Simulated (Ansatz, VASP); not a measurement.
# As: VASP beside Ansatz

Contents of POSCAR:

```
As
1.0
    2.8347346331      0.0000000000      0.0000000000
   -1.4173673165      2.4549522053      0.0000000000
    0.0000000000      0.0000000000      9.6478910535
As
4
Direct
    0.0000000000      1.0000000000      0.0000000000
    0.0000000000      1.0000000000      0.5000000000
    0.3333333333      0.6666666667      0.2500000000
    0.6666666667      0.3333333333      0.7500000000
```

The input INCAR.step1:

```
PREC = Accurate
ENCUT = 520
ISMEAR = -1
SIGMA = 0.1
LREAL = False
LASPH = True
NELM = 100
NBANDS = 18
GGA = PE
ALGO = Normal
EDIFF = 1E-4
LWAVE = True
LCHARG = False
```

The input INCAR.step2:

```
PREC = Accurate
ENCUT = 520
EDIFF = 1E-7
ISMEAR = -1
SIGMA = 0.1
LREAL = False
LASPH = True
NELM = 100
ALGO = Normal
ISIF = 2
LWAVE = False
LCHARG = False
METAGGA = R2SCAN
LMIXTAU = True
NBANDS = 18
ISTART = 1
```

KPOINTS

```
regular mesh
0
Gamma
  14 14 4
```

Input for Ansatz:

```yaml
crystal:
  lattice:
    - [2.8347346331, 0.0, 0.0]
    - [-1.4173673165, 2.4549522053, 0.0]
    - [0.0, 0.0, 9.6478910535]
  atoms:
    - { symbol: As, position: [0.0, 1.0, 0.0] }
    - { symbol: As, position: [0.0, 1.0, 0.5] }
    - { symbol: As, position: [0.3333333333, 0.6666666667, 0.25] }
    - { symbol: As, position: [0.6666666667, 0.3333333333, 0.75] }
hamiltonian:
  xc: r2scan
  pseudopotentials:
    kind: paw
    azcp:
      As: "pseudopotentials/As.paw.azcp"
basis:
  ecutwfc: 500
  fft_grid_basis: typed
kpoints:
  mp_grid: { grid: [14, 14, 4], shift: [0, 0, 0] }
magnetization:
  spin_polarized: false
scf:
  occupations: { method: fermi_dirac, width: 0.1 }
  lower_state_search: "off"
output:
  stress: true
```

Alike in both runs: task single point; functional r2SCAN; k mesh 14 × 14 × 4; occupations fermi-dirac, width 0.1 eV; no spin polarisation.

```csv
,VASP,Ansatz
version,VASP 6.6.1,Ansatz 0.2.0
potentials or method,"VASP PAW PBE potentials, release 64 (As)","plane waves (500 eV) with PAW, scalar-relativistic"
plane-wave cutoff (eV),520,500
valence electrons in the cell,20,60
```

```csv
,VASP,Ansatz,Ansatz less VASP
pressure (GPa),13.9,13.9,-0.01
largest component of the traceless stress (GPa),0.33,0.35,+0.016
```

The two sets of potentials don't hold the same shells in valence.

Caveats: the PAW data sets were made with another functional, which shifts forces and pressure a little (VASP).
